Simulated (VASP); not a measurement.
# AlN (P6_3mc) in VASP: a series of runs, part 2 of 2

VASP 6.6.1.

## 5. Relaxation of shape and atoms at fixed volume, LDA (a relaxed cell with its volume scaled by 1.04)

INCAR reads:

```
ALGO = Normal
EDIFF = 1E-7
EDIFFG = -0.01
ENCUT = 600
GGA = CA
IBRION = 2
ISIF = 4
ISMEAR = 0
LASPH = T
LCHARG = F
LREAL = F
LWAVE = F
NELM = 80
NSW = 40
PREC = Accurate
SIGMA = 0.03
```

KPOINTS reads:

```
k-points
0
Gamma
  12 12 6
```

POSCAR reads:

```
AlN                                     
1.0
    3.1319687867      0.0000000000      0.0000000000
   -1.5659843933      2.7123645332     -0.0000000000
    0.0000000000      0.0000000000      5.0130294299
  Al              N             
     2     2
Direct
     0.3333333332999970    0.6666666667000030    0.9990259567857883
     0.6666666667000030    0.3333333332999970    0.4990259567857884
     0.3333333332999970    0.6666666667000030    0.3809740432142142
     0.6666666667000030    0.3333333332999970    0.8809740432142142
```

Potentials or basis: VASP PAW LDA potentials, release 64 (Al, N).

Launch:

```console
cat potpaw_LDA.64/Al/POTCAR potpaw_LDA.64/N/POTCAR > POTCAR
mpirun -np 1 vasp_std > vasp.out
```

OUTCAR:

```text
EDIFF = 1E-7
   EDIFFG = -0.01
   ENCUT = 600
   GGA = CA
   IBRION = 2
   ISIF = 4
   ISMEAR = 0
   LASPH = T
   LREAL = F
   NELM = 80
   NSW = 40
   PREC = Accurate

 ion  position               nearest neighbor table
   1  0.333  0.667  0.999-   4 1.90   4 1.90   4 1.90   3 1.91   2 3.09   2 3.09   2 3.09   2 3.09
                             2 3.09   2 3.09
   2  0.667  0.333  0.499-   3 1.90   3 1.90   3 1.90   4 1.91   1 3.09   1 3.09   1 3.09   1 3.09
                             1 3.09   1 3.09
   3  0.333  0.667  0.381-   2 1.90   2 1.90   2 1.90   1 1.91
   4  0.667  0.333  0.881-   1 1.90   1 1.90   1 1.90   2 1.91

  LATTYP: Found a hexagonal cell.
 ALAT       =     3.1319687867
 C/A-ratio  =     1.6006000606

  Lattice vectors:

 A1 = (   3.1319687867,   0.0000000000,   0.0000000000)
 A2 = (  -1.5659843933,   2.7123645332,   0.0000000000)
 A3 = (   0.0000000000,   0.0000000000,   5.0130294299)

Analysis of symmetry for initial positions (statically):
=====================================================================
 Subroutine PRICEL returns:
 Original cell was already a primitive cell.

 Routine SETGRP: Setting up the symmetry group for a
 hexagonal supercell.

 Subroutine GETGRP returns: Found 12 space group operations
 (whereof  6 operations were pure point group operations)
 out of a pool of 24 trial point group operations.

The static configuration has the point symmetry C_3v.
 The point group associated with its full space group is C_6v.

Analysis of symmetry for dynamics (positions and initial velocities):
=====================================================================
 Subroutine PRICEL returns:
 Original cell was already a primitive cell.

 Routine SETGRP: Setting up the symmetry group for a
 hexagonal supercell.

 Subroutine GETGRP returns: Found 12 space group operations
 (whereof  6 operations were pure point group operations)
 out of a pool of 24 trial point group operations.

The dynamic configuration has the point symmetry C_3v.
 The point group associated with its full space group is C_6v.

 Subroutine INISYM returns: Found 12 space group operations
 (whereof  6 operations are pure point group operations),
 and found     1 'primitive' translations

----------------------------------------------------------------------------------------

                                     Primitive cell

  volume of cell :      42.5859

  direct lattice vectors                    reciprocal lattice vectors
     3.131968787  0.000000000  0.000000000     0.319287984  0.184341004  0.000000000
    -1.565984393  2.712364533  0.000000000     0.000000000  0.368682007  0.000000000
     0.000000000  0.000000000  5.013029430     0.000000000  0.000000000  0.199480177

  length of vectors
     3.131968787  3.131968787  5.013029430     0.368682007  0.368682007  0.199480177

  position of ions in fractional coordinates (direct lattice)
     0.333333333  0.666666667  0.999025957
     0.666666667  0.333333333  0.499025957
     0.333333333  0.666666667  0.380974043
     0.666666667  0.333333333  0.880974043

  ion indices of the primitive-cell ions
   primitive index   ion index
                 1           1
                 2           2
                 3           3
                 4           4

[... 62 lines left out ...]
   PREC   = accura    normal or accurate (medium, high low for compatibility)
   ISTART =      0    job   : 0-new  1-cont  2-samecut
   ICHARG =      2    charge: 1-file 2-atom 10-const
   ISPIN  =      1    spin polarized calculation?
   LNONCOLLINEAR =      F non collinear calculations
   LSORBIT =      F    spin-orbit coupling
   LASPH  =      T    aspherical Exc in radial PAW
   ENCUT  =  600.0 eV  44.10 Ry    6.64 a.u.   6.26  6.26 10.01*2*pi/ulx,y,z
   NELM   =     80;   NELMIN=  2; NELMDL= -5     # of ELM steps
   EDIFF  = 0.1E-06   stopping-criterion for ELM
   LREAL  =      F    real-space projection
   EDIFFG = -.1E-01   stopping-criterion for IOM
   NSW    =     40    number of steps for IOM
   IBRION =      2    ionic relax: 0-MD 1-quasi-New 2-CG
   NFREE  =      1    steps in history (QN), initial steepest desc. (CG)
   ISIF   =      4    stress and relaxation
   ISYM   =      2    0-nonsym 1-usesym 2-fastsym
   POTIM  = 0.5000    time-step for ionic-motion
   TEBEG  =    0.0;   TEEND  =   0.0 temperature during run
   PSTRESS=    0.0 pullay stress
   NELECT =      16.0000    total number of electrons
   NUPDOWN=      -1.0000    fix difference up-down
   EMIN   =  10.00;   EMAX   =-10.00  energy-range for DOS
   EFERMI =   0.00;   METHOD = LEGACY
   ISMEAR =     0;   SIGMA  =   0.03  broadening in eV -4-tet -1-fermi 0-gaus
   EFERMI_NEDOS =   21; number of points for ismear=-14 and -15
   IALGO  =     38    algorithm
   IMIX   =      4    mixing-type and parameters
     AMIX     =   0.40;   BMIX     =  1.00
     AMIX_MAG =   1.60;   BMIX_MAG =  1.00
  volume/ion in A,a.u.               =      10.65        71.85
  Fermi-wavevector in a.u.,A,eV,Ry     =   1.181298  2.232330 18.986463  1.395466
  Thomas-Fermi vector in A             =   2.317574
   LORBIT       =      0    0 simple, 1 ext, 2 COOP (PROOUT), +10 PAW based schemes
   GGA     = CA    functional components
   LHFCALC =     F    Hartree Fock is set to
   AEXX    =    0.0000 exact exchange contribution
   IVDW    =     0    specifies the selected vdW correction
   LEPSILON=     F    determine dielectric tensor
   LRPA    =     F    only Hartree local field effects (RPA)
 conjugate gradient relaxation of ions
 non-spin polarized calculation
 Gauss-broadening in eV      SIGMA  =   0.03
  energy-cutoff  :      600.00
  volume of cell :       42.59
 maximum number of plane-waves:      1448
 NGX is ok and might be reduce to    28
   NGX = 13   NGY = 13   NGZ = 21

--------------------------------------- Ionic step        1  -------------------------------------------

 number of electron      16.0000000 magnetization

 Free energy of the ion-electron system (eV)
  ---------------------------------------------------
  ext. energy  EPLUGINS =         0.00000000
  ---------------------------------------------------
  free energy    TOTEN  =       -32.80359603 eV

  energy without entropy =      -32.80359603  energy(sigma->0) =      -32.80359603

------------------------ aborting loop because EDIFF is reached ----------------------------------------

  FORCE on cell =-STRESS in cart. coord.  units (eV):
  Direction    XX          YY          ZZ          XY          YZ          ZX
  --------------------------------------------------------------------------------------
  -------------------------------------------------------------------------------------
  Total       -2.0962580     -2.0962580     -1.9562130     -0.0000000      0.0000000      0.0000000
  in kB      -78.8659585    -78.8659585    -73.5971471     -0.0000000      0.0000000      0.0000000
  external PRESSURE =     -77.1096881 kB  Pullay stress =       0.0000000 kB
[... 101 lines left out ...]
--------------------------------------- Ionic step        4  -------------------------------------------

 number of electron      16.0000000 magnetization

 Free energy of the ion-electron system (eV)
  ---------------------------------------------------
  ext. energy  EPLUGINS =         0.00000000
  ---------------------------------------------------
  free energy    TOTEN  =       -32.80375718 eV

  energy without entropy =      -32.80375718  energy(sigma->0) =      -32.80375718

 E-fermi :   5.8444     XC(G=0): -11.1613

 val. band max:        5.6879290297   @ k =   0.0000   0.0000   0.0000
 cond. band min:       9.7608286480   @ k =   0.0000   0.0000   0.0000
 fundamental gap:      4.0728996183
 Fermi energy:         5.8444310788

 k-point     1 :       0.0000    0.0000    0.0000
  band No.  band energies     occupation
      1      -9.2087      2.00000
      2      -7.0575      2.00000
      3      -0.2659      2.00000
      4       4.8558      2.00000
      5       4.8559      2.00000
      6       5.5006      2.00000
      7       5.5006      2.00000
      8       5.6879      2.00000
      9       9.7608      0.00000
     10      12.1002      0.00000
     11      16.0067      0.00000
     12      16.5323      0.00000
[... 331 lines left out ...]
 k-point    24 :       0.3333   -0.0000    0.1667
  band No.  band energies     occupation
      1      -7.8798      2.00000
      2      -6.6388      2.00000
      3       0.8162      2.00000
      4       1.7835      2.00000
      5       2.3741      2.00000
      6       3.9490      2.00000
      7       4.9036      2.00000
      8       5.0507      2.00000
      9      11.3630      0.00000
     10      12.1529      0.00000
     11      13.9331      0.00000
     12      15.5595      0.00000

 [... further k-points ...]
[... 5 lines left out ...]
  --------------------------------------------------------------------------------------
  -------------------------------------------------------------------------------------
  Total       -2.0489959     -2.0489959     -2.0266255     -0.0000000      0.0000000     -0.0000000
  in kB      -77.0878504    -77.0878504    -76.2462269     -0.0000000      0.0000000     -0.0000000
  external PRESSURE =     -76.8073093 kB  Pullay stress =       0.0000000 kB
[... 19 lines left out ...]
  FREE ENERGIE OF THE ION-ELECTRON SYSTEM (eV)
  ---------------------------------------------------
  free  energy   TOTEN  =       -32.8037571760 eV

  energy  without entropy=      -32.8037571760  energy(sigma->0) =      -32.80375718

 reached required accuracy - stopping structural energy minimisation
```

OSZICAR:

```text
N       E                     dE             d eps       ncg     rms          rms(c)
DAV:   1     0.526193651811E+02    0.52619E+02   -0.81839E+03  1824   0.133E+03
DAV:   2    -0.337569535733E+02   -0.86376E+02   -0.79989E+02  2736   0.220E+02
DAV:   3    -0.377375457075E+02   -0.39806E+01   -0.39622E+01  2384   0.510E+01
[... 26 lines left out ...]
DAV:   1    -0.328037540359E+02   -0.64955E-05   -0.89769E-03  1824   0.871E-01    0.158E-02
DAV:   2    -0.328037612798E+02   -0.72439E-05   -0.13713E-04  2140   0.101E-01    0.101E-02
DAV:   3    -0.328037574581E+02    0.38218E-05   -0.41426E-06  2156   0.237E-02    0.385E-03
DAV:   4    -0.328037571829E+02    0.27514E-06   -0.34075E-06  2116   0.159E-02    0.162E-03
DAV:   5    -0.328037571760E+02    0.69708E-08   -0.23089E-07  1368   0.459E-03
   4 F= -.32803757E+02 E0= -.32803757E+02  d E =-.956103E-05
```

CONTCAR:

```text
AlN
   1.00000000000000
     3.1293582246208405   -0.0000000000040799    0.0000000000000000
    -1.5646791122639954    2.7101037201151041   -0.0000000000000000
    -0.0000000000000000    0.0000000000000000    5.0213968217020621
  Al              N
     2     2
Direct
     0.3333333332999970    0.6666666667000030    0.9994553250567718
     0.6666666667000030    0.3333333332999970    0.4994553250567719
     0.3333333332999970    0.6666666667000030    0.3805446749432306
     0.6666666667000030    0.3333333332999970    0.8805446749432307

  0.00000000E+00  0.00000000E+00  0.00000000E+00
  0.00000000E+00  0.00000000E+00  0.00000000E+00
  0.00000000E+00  0.00000000E+00  0.00000000E+00
  0.00000000E+00  0.00000000E+00  0.00000000E+00
```

Wall time 35 s (1 thread of Intel Xeon 6975P-C (Granite Rapids), shared host); peak memory 0.18 GiB.

What came out:

* Free energy: -32.8038 eV
* Energy gained by relaxing: 0.0 meV/atom
* Ionic steps: 4
* Pressure after relaxing: -7.7 GPa
* Largest force after relaxing: 0.010 eV/Å
* Band gap on the k mesh: 4.07 eV, direct

Forces in eV/Å, atoms in the order of the input:
```
Al   0.000  0.000 -0.010
Al   0.000  0.000 -0.010
N    0.000  0.000  0.010
N    0.000  0.000  0.010
```

Stress tensor (GPa, compression positive):
```
-7.71  0.00  0.00
 0.00 -7.71  0.00
 0.00  0.00 -7.62
```

The path:
```csv
step,energy change (eV),largest force (eV/Å),pressure (GPa)
1,0.0000,0.0158,-7.71
2,-0.0001,0.0150,-7.69
3,-0.0002,0.0146,-7.69
4,-0.0002,0.0098,-7.68
```

Final structure:
```xyz
4
Lattice="3.1294 0.0000 0.0000 -1.5647 2.7101 0.0000 0.0000 0.0000 5.0214" Properties=species:S:1:pos:R:3 pbc="T T T"
Al    0.0000    1.8067    5.0187
Al    1.5647    0.9034    2.5080
N     0.0000    1.8067    1.9109
N     1.5647    0.9034    4.4216
```

## 6. The runs side by side

| cell | gap on the mesh (eV) | pressure (GPa) | largest force (eV/Å) |
| --- | --- | --- | --- |
| atoms relaxed at fixed volume from: a relaxed cell with its volume scaled by 0.98 | 4.57 | 4.4 | - |
| atoms relaxed at fixed volume | 4.40 | 0.0 | - |
| atoms relaxed at fixed volume from: a relaxed cell with its volume scaled by 1.02 | 4.23 | -4.0 | 0.01 |
| atoms relaxed at fixed volume from: a relaxed cell with its volume scaled by 1.04 | 4.07 | -7.7 | 0.01 |

Alike in all rows: task relaxation of shape and atoms at fixed volume; level LDA; potentials or basis VASP PAW LDA potentials, release 64 (Al, N); no spin polarisation; k mesh 12 × 12 × 6; cutoff (eV) 600; smearing gaussian 0.03 eV.

Caveats: the relaxation stopped at its first step, so nothing moved (some runs).

Absolute energies hang on the potentials; compare differences alone.

## 7. How close it comes

Step 3. Against the measured gap of AlN, 6.034 eV (an exciton energy, a little under the gap; 10 K; quoted in “Self-assembly of well-separated AlN nanowires directly on sputtered metallic TiN films”, 2019, arxiv:1910.07391), the calculated 4.40 eV is off by -1.63 eV. 2 values of this kind are on record (6.034 to 6.0343 eV); this one was drawn at random. The value is that of LDA on a finite k mesh, which can miss the band edges, without temperature or zero-point motion. Semilocal functionals fall short of measured gaps as a rule.
